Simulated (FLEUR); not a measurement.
# Ni (c factor at fixed volume 0.94 on the database's cell): anisotropy by force theorems

Aim: the anisotropy of Ni (c factor at fixed volume 0.94 on the database's cell) from single passes in the potential of one collinear state.

Calculated with FLEUR MaX-R8.1; PBE; all-electron FLAPW, Dirac cores, scalar-relativistic bands.

This is a report of a sequence of runs, with most program output left out.

This is not the structure that Ni takes at ambient pressure and room temperature (fcc); it is a model or a phase of other conditions.

### Step 1. Set-up

The structure is tetragonal, space group I4/mmm (No. 139). Conventional cell: a = 2.570 Å, b = 2.570 Å, c = 3.312 Å, α = 90.00°, β = 90.00°, γ = 90.00°. Nearest to Ni lie 12 Ni at 2.46 to 2.57 Å.

The cell is strained on purpose: c factor at fixed volume 0.94 on the database's cell.

### Step 2. Reference state

The force theorems are single passes in this state's potential, so it has to be converged first.

No symmetry is used, so that later steps may turn the spins freely; k and −k are joined. inpgen writes inp.xml from crystal.txt; cutoffs, mixing, functional, smearing and local orbitals are then set in the file. The k list scf (kpts.xml, not shown) is a Γ-centred 14×14×14 mesh; where the ranks do not divide the number of points, some are split in two of half the weight.

inp.xml reads:

```
<?xml version="1.0" encoding="UTF-8" standalone="no"?>
<fleurInput fleurInputVersion="0.39">
   <comment>
      Ni
   </comment>
   <calculationSetup>
      <cutoffs Kmax="3.61" Gmax="10.8" GmaxXC="10.8" numbands="0"/>
      <scfLoop itmax="110" minDistance="0.00002" maxIterBroyd="15" imix="Anderson" alpha="0.05" precondParam="0.0" spinf="2.0" sdNocoIR="T"/>
      <coreElectrons ctail="F" frcor="F" kcrel="0" coretail_lmax="0"/>
      <xcFunctional name="pbe" relativisticCorrections="F"/>
      <magnetism jspins="2" l_noco="F" l_ss="F">
         <qss>0.0 0.0 0.0</qss>
         <mtNocoParams l_mperp="F" l_mtNocoPot="F" l_relaxSQA="F" mag_mixing_scheme="0" mix_RelaxWeightOffD="1.0" l_constrained="F" mix_constr="1.0"/>
         <sourceFreeMag l_sourceFree="F" l_scaleMag="F" mag_scale="1.0"/>
      </magnetism>
      <soc l_soc="F" theta="0.0" phi="0.0" spav="F"/>
      <expertModes spex="0" secvar="F"/>
      <geometryOptimization l_f="F" forcealpha="1.0" forcemix="BFGS" epsdisp="0.00001" epsforce="0.00001"/>
      <ldaU l_linMix="F" mixParam="0.05" spinf="1.0"/>
   </calculationSetup>
   <cell>
      <bzIntegration valenceElectrons="18.0" mode="hist" fermiSmearingEnergy="0.00183747">
         <kPointListSelection listName="scf"/>
         <xi:include xmlns:xi="http://www.w3.org/2001/XInclude" href="kpts.xml"> </xi:include>
      </bzIntegration>
      <xi:include xmlns:xi="http://www.w3.org/2001/XInclude" href="sym.xml"> </xi:include>
      <bulkLattice scale="1.0">
         <bravaisMatrix>
            <row-1>    0.0000000000000000     3.4341939761051696     3.1298001233862749</row-1>
            <row-2>    3.4341939761051696     0.0000000000000000     3.1298001233862749</row-2>
            <row-3>    3.4341939761051696     3.4341939761051696     0.0000000000000000</row-3>
         </bravaisMatrix>
      </bulkLattice>
   </cell>
   <atomSpecies>
      <species name="Nickel (Ni1.000" element="Ni" atomicNumber="28">
         <mtSphere radius="2.27" gridPoints="751" logIncrement="0.016"/>
         <atomicCutoffs lmax="8" lnonsphr="6"/>
         <electronConfig flipSpins="F">
            <coreConfig>(1s1/2) (2s1/2) (2p1/2) (2p3/2)</coreConfig>
            <valenceConfig>(3s1/2) (3p1/2) (3p3/2) (4s1/2) (3d3/2) (3d5/2)</valenceConfig>
            <stateOccupation state="(3d3/2)" spinUp="1.6" spinDown="1.6"/>
            <stateOccupation state="(3d5/2)" spinUp="2.9" spinDown="1.9"/>
         </electronConfig>
         <energyParameters s="4" p="4" d="3" f="4"/>
         <lo type="SCLO" l="0" n="3" eDeriv="0"/>
         <lo type="SCLO" l="1" n="3" eDeriv="0"/>
      </species>
   </atomSpecies>
   <atomGroups>
      <atomGroup species="Nickel (Ni1.000">
         <relPos label="                   1">.0000000000 .0000000000 .0000000000</relPos>
         <force calculate="T" relaxXYZ="TTT"/>
         <nocoParams  alpha="0.0" beta="0.0"/>
      </atomGroup>
   </atomGroups>
   <output dos="F" band="F" slice="F">
      <bandDOS minEnergy="-.5*Htr" maxEnergy="0.5*Htr" sigma="0.015" storeEVData="T"/>
      <plotting iplot="0" polar="F">
         <plot TwoD="T" vec1="  1.0  0.0  0.0" vec2="  0.0  1.0  0.0" vec3="  0.0  0.0  1.0" zero="  0.0  0.0  0.0" file="plot"/>
      </plotting>
      <moessbauerParams electricFieldGradient="F" isomerShift="F" coreHyperfine="F" valenceHyperfine="F"/>
   </output>
</fleurInput>
```

crystal.txt reads:

```
Ni
&input film=F cartesian=F /
0.00000000000  1.81729719000  1.65621890000
1.81729719000  0.00000000000  1.65621890000
1.81729719000  1.81729719000  0.00000000000
1.8897261246
1.0 1.0 1.0

1
28 0.00000000000  0.00000000000  0.00000000000 : 1.000

&kpt div1=14 div2=14 div3=14 gamma=T /
```

Run with:

```
OMP_NUM_THREADS=1 inpgen -f crystal.txt -nosym -noco > inpgen.log  # inp.xml is then edited as shown
OMP_NUM_THREADS=1 mpirun -n 4 fleur_MPI > fleur.log
```

The job ended after 77 s (4 MPI ranks of Arm Neoverse V2, shared host; peak memory 0.35 GiB; 5.1 min of CPU time).

Read from the output:

```yaml
free_energy: -41383.9018 eV
program_s_band_gap_on_this_mesh_in_a_metal_only_a_level_spacing: 2.00e-10 eV
magnetization: 0.613 μB
final_state: ferromagnetic
largest_moment: 0.6434 μB
```

After 22 cycles the largest moment stands at 0.643 μB.

### Step 3. Anisotropy by the force theorem, rung 1

Anisotropy is a small difference, so it is taken from sums over occupied states at a frozen potential, where most errors cancel.

One pass with spin–orbit coupling for each direction, from the saved density. Inversion lets half of the mesh serve, which the program's warning doesn't know. The k list mae (kpts.xml, not shown) is a Γ-centred 19×19×19 mesh.

inp.xml: that of step 2 with these lines changed.

```diff
@@ -6,4 +6,4 @@
    <calculationSetup>
-      <cutoffs Kmax="3.61" Gmax="10.8" GmaxXC="10.8" numbands="0"/>
-      <scfLoop itmax="110" minDistance="0.00002" maxIterBroyd="15" imix="Anderson" alpha="0.05" precondParam="0.0" spinf="2.0" sdNocoIR="T"/>
+      <cutoffs Kmax="3.61" Gmax="10.8" GmaxXC="10.8" numbands="38"/>
+      <scfLoop itmax="1" minDistance="0.00002" maxIterBroyd="15" imix="Anderson" alpha="0.05" precondParam="0.0" spinf="2.0" sdNocoIR="T"/>
       <coreElectrons ctail="F" frcor="F" kcrel="0" coretail_lmax="0"/>
@@ -15,3 +15,3 @@
       </magnetism>
-      <soc l_soc="F" theta="0.0" phi="0.0" spav="F"/>
+      <soc l_soc="T" theta="0.0" phi="0.0" spav="F"/>
       <expertModes spex="0" secvar="F"/>
@@ -22,3 +22,3 @@
       <bzIntegration valenceElectrons="18.0" mode="hist" fermiSmearingEnergy="0.00183747">
-         <kPointListSelection listName="scf"/>
+         <kPointListSelection listName="mae"/>
          <xi:include xmlns:xi="http://www.w3.org/2001/XInclude" href="kpts.xml"> </xi:include>
@@ -63,2 +63,5 @@
    </output>
+   <forceTheorem>
+      <MAE theta="0.0 1.5707963 1.5707963 0.7853982" phi="0.0 -0.7853982 0.0 -0.7853982"/>
+   </forceTheorem>
 </fleurInput>
```

Run with:

```
OMP_NUM_THREADS=1 mpirun -n 4 fleur_MPI -warn_only > fleur.log
```

It took 43 s on 4 MPI ranks; peak memory 0.84 GiB; 2.8 min of CPU time.

Anisotropy energies, by row:

| axis | x | y | z | band energy less the first axis' (meV a cell) |
| --- | --- | --- | --- | --- |
| [001] | 0 | 0 | 1 | 0 |
| [100] | 0.7071 | -0.7071 | 0 | 0.1651 |
| [110] | 1 | 0 | 0 | 0.1657 |
| 45 degrees from [001] toward [100] | 0.5 | -0.5 | 0.7071 | 0.08139 |

Indices are those of the standard conventional cell; x, y, z give the same directions in the axes of the input.

### Step 4. Energy against the direction of the moments, rung 2

A second rung shows how far the first can be trusted.

The k list mae (kpts.xml, not shown) is a Γ-centred 27×27×27 mesh.

inp.xml is that of step 3.

Run time: 2 min. Hardware: 4 MPI ranks; peak memory 2.1 GiB.

Anisotropy energies, by row:

| axis | x | y | z | band energy less the first axis' (meV a cell) |
| --- | --- | --- | --- | --- |
| [001] | 0 | 0 | 1 | 0 |
| [100] | 0.7071 | -0.7071 | 0 | 0.1211 |
| [110] | 1 | 0 | 0 | 0.1213 |
| 45 degrees from [001] toward [100] | 0.5 | -0.5 | 0.7071 | 0.05987 |

### Step 5. Spin–orbit coupling, moments along [001]

Spin–orbit coupling ties the spins to the lattice and lets orbital moments form.

A new self-consistent run of the start ferro +, with the moments along z. The k list default-1 (kpts.xml, not shown) is a Γ-centred 27×27×27 mesh.

inp.xml: that of step 2 with these lines changed.

```diff
@@ -6,12 +6,8 @@
    <calculationSetup>
-      <cutoffs Kmax="3.61" Gmax="10.8" GmaxXC="10.8" numbands="0"/>
+      <cutoffs Kmax="3.61" Gmax="10.8" GmaxXC="10.8" numbands="38"/>
       <scfLoop itmax="110" minDistance="0.00002" maxIterBroyd="15" imix="Anderson" alpha="0.05" precondParam="0.0" spinf="2.0" sdNocoIR="T"/>
-      <coreElectrons ctail="F" frcor="F" kcrel="0" coretail_lmax="0"/>
+      <coreElectrons ctail="T" frcor="F" kcrel="0" coretail_lmax="0"/>
       <xcFunctional name="pbe" relativisticCorrections="F"/>
-      <magnetism jspins="2" l_noco="F" l_ss="F">
-         <qss>0.0 0.0 0.0</qss>
-         <mtNocoParams l_mperp="F" l_mtNocoPot="F" l_relaxSQA="F" mag_mixing_scheme="0" mix_RelaxWeightOffD="1.0" l_constrained="F" mix_constr="1.0"/>
-         <sourceFreeMag l_sourceFree="F" l_scaleMag="F" mag_scale="1.0"/>
-      </magnetism>
-      <soc l_soc="F" theta="0.0" phi="0.0" spav="F"/>
+      <magnetism jspins="2"/>
+      <soc l_soc="T" theta="0.0" phi="0.0" spav="F"/>
       <expertModes spex="0" secvar="F"/>
@@ -22,3 +18,3 @@
       <bzIntegration valenceElectrons="18.0" mode="hist" fermiSmearingEnergy="0.00183747">
-         <kPointListSelection listName="scf"/>
+         <kPointListSelection listName="default-1"/>
          <xi:include xmlns:xi="http://www.w3.org/2001/XInclude" href="kpts.xml"> </xi:include>
@@ -53,3 +49,2 @@
          <force calculate="T" relaxXYZ="TTT"/>
-         <nocoParams  alpha="0.0" beta="0.0"/>
       </atomGroup>
```

crystal.txt: that of step 2 with these lines changed.

```diff
@@ -11,2 +11,3 @@
 
-&kpt div1=14 div2=14 div3=14 gamma=T /
+&soc 0.0000000 0.0000000 /
+&kpt div1=27 div2=27 div3=27 gamma=T /
```

Run with:

```
OMP_NUM_THREADS=1 inpgen -f crystal.txt > inpgen.log  # inp.xml is then edited as shown
OMP_NUM_THREADS=1 mpirun -n 4 fleur_MPI > fleur.log
```

Elapsed: 3.2 min, on 4 MPI ranks; peak memory 0.66 GiB; 13 min of CPU time.

Read from the output:

| Item | Value |
| --- | --- |
| free energy | -41383.9284 eV |
| program's band gap on this mesh (in a metal only a level spacing) | 0 eV |
| magnetization | 0.6226 μB |
| final state | ferromagnetic |
| largest moment | 0.6528 μB |
| orbital moment along the spin | 0.05308 μB |

Orbital moment in the sphere, along the spin axis by atom:

| atom | orbital moment in the sphere, along the spin axis (μB) |
| --- | --- |
| Ni1 | 0.0531 |

### Step 6. Results

```yaml
reference_state: ferromagnetic
largest_sphere_moment: 0.643 μB
easy_direction_of_those_tried: [001]
energy_along_100_less_001_force_theorem: 0.121 meV a primitive cell
orbital_moment_on_the_atom_of_largest_spin_along_its_spin_spin_orbit_run: 0.0531 μB
```

**Reading.** By the force theorem the moments prefer [001]; shape anisotropy is not in it. The difference for the second direction goes from 0.17 meV (mesh 19×19×19, 38 states, 2.8 min of CPU time) to 0.12 meV (mesh 27×27×27, 38 states, 7.9 min), so it is not converged. The orbital moment is parallel to the spin, as Hund's third rule has it for a shell over half filled. The state was typed, and no other order was converged beside it, so it need not be the ground state.

[Logs and program files are shortened in this print: banners, set-up blocks, solver, clock and traceback lines can be left out without a mark of their own.]

[Logs are printed without paths, hosts, clocks, repeated set-up lines and the standing remarks that a program may print on its own settings, such as how far it seeks lower states.]

[Hosts, paths, dates, database ids (printed as entryN), source tags and the programs' standing remarks are cut or masked in the printed files.]

[Where a cell is said to come from a database of computed structures, the database is the Materials Project.]
